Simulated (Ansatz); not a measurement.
A run of Ansatz 0.2.0 is set up as follows.

The input input.yaml:

```yaml
crystal:
  lattice:
    - [0.0, 3.3, 3.3]
    - [3.3, 0.0, 3.3]
    - [3.3, 3.3, 0.0]
  atoms:
    - { symbol: Br, position: [0.5, 0.5, 0.5] }
    - { symbol: K, position: [0.0, 0.0, 0.0] }
hamiltonian:
  xc: b3lyp
  pseudopotentials: { kind: paw }
kpoints:
  mp_grid: { grid: [4, 4, 4] }
  band_path:
    path:
      - [[0.0, 0.0, 0.0], [0.5, 0.0, 0.5], [0.5, 0.25, 0.75], [0.375, 0.375, 0.75], [0.0, 0.0, 0.0], [0.5, 0.5, 0.5], [0.625, 0.25, 0.625], [0.5, 0.25, 0.75], [0.5, 0.5, 0.5], [0.375, 0.375, 0.75]]
      - [[0.625, 0.25, 0.625], [0.5, 0.0, 0.5]]
    npoints: 4
scf:
  occupations: { method: fermi_dirac, width: 0.05 }
  n_extra_bands: 6
output:
  forces: true
  stress: true
  eigenvalues: true
  fatbands: false
```

Potentials or basis: Ansatz PAW.

Launch:

```sh
$ ansatz run input.yaml --threads 2 --pin off --max-ram 5632MiB --backend cpu --events-out ev --progress --plain --runs-dir out
```

(1) Predict the band gap on the k mesh.

(2) Predict the band gap along the path.

(3) What does it give for the pressure?

## Answers

(1) 5.91 eV, direct.

(2) 5.91 eV, direct.

(3) 1.0 GPa.

Caveat: the PAW data sets come from PBE, with cores solved anew for the run's functional, which leaves a small shift of forces and pressure; the thresholds are loose for stress.
